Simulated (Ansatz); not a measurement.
# SiC: modes against the lattice constant

Theory: Ansatz 0.2.0, DFT PBEsol, scalar-relativistic, plane waves, PAW. Settings: 420 eV plane-wave cutoff, Γ-centred 18×18×18 mesh, Fermi-Dirac smearing of 0.15 eV. No spin polarisation. Phonons by linear response, acoustic sum rule imposed.

The cell is fixed (symmetry leaves no force on the atoms) and stands under 18.7 GPa:
```cif
data_structure
_symmetry_space_group_name_H-M 'P 1'
_symmetry_Int_Tables_number 1
_cell_length_a 2.7943
_cell_length_b 2.7943
_cell_length_c 2.7943
_cell_angle_alpha 60.000
_cell_angle_beta 60.000
_cell_angle_gamma 60.000
_cell_volume 15.43
loop_
_atom_site_label
_atom_site_type_symbol
_atom_site_fract_x
_atom_site_fract_y
_atom_site_fract_z
_atom_site_occupancy
C1 C 0.00000 0.00000 0.00000 1
Si1 Si 0.50000 0.50000 0.50000 1
```

The cell is the ideal cubic rocksalt prototype; this isn't the usual structure of the compound. In a metal, frequencies and elastic constants depend on the k mesh and the smearing, soft modes and shear constants most.

Problem. How do the optical zone-centre modes (counted from the lowest optical one, degenerate ones once; i marks imaginary ones) of this metal change over a = 3.952 and 4.034 Å?

Solution.
```
         a (Å)  3.952  4.034
pressure (GPa)   18.7    0.4
 mode 1 (cm⁻¹)    516    419
```